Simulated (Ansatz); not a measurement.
SbPt (P6_3/mmc): electronic heat capacity and spin susceptibility from the density of states

All numbers below come from DFT r2SCAN, scalar-relativistic, plane waves, PAW (Ansatz 0.2.0).

Settings: cutoff 500 eV, Γ-centred mesh 12×12×8 on the computed 4-atom cell, Gaussian smearing of 0.10 eV; no spin polarisation.

Relaxed cell: P6_3/mmc, a = 4.182 Å, b = 4.182 Å, c = 5.519 Å, α = 90.00°, β = 90.00°, γ = 120.00°, 4 atoms in the primitive cell. Whether it is the stable form of this composition wasn't checked.

The density of states at the Fermi level is 1.726 states/eV in the cell of 4 atoms (2 formula units; both spins, tetrahedra on a 18×18×12 mesh).

Task: What Sommerfeld coefficient and Pauli susceptibility does this give?

Result: Per formula unit N(E_F) = 0.863 states/eV. γ = (π²/3) k_B² N(E_F) N_A = 2.357 mJ/(mol K²) per state/eV, so γ = 2.0 mJ/(mol K²), a mole of formula units. χ_P = μ_B² N(E_F) N_A = 3.23×10⁻⁵ emu/mol per state/eV gives 2.8×10⁻⁵ emu/mol. This is the bare band result: a measured γ of the same phase is as a rule larger by a factor 1 + λ from phonons and spin fluctuations, the spin part of χ is larger by the Stoner factor, and a measured χ also holds orbital and core terms. N(E_F) at one energy is sensitive to the mesh where the density of states has sharp peaks.

Spin-orbit coupling is left out, which matters for the bands of heavy elements.

Cost: 1 run of about 1.2 core-minutes, on Intel Xeon 6975P-C (Granite Rapids) (shared hosts).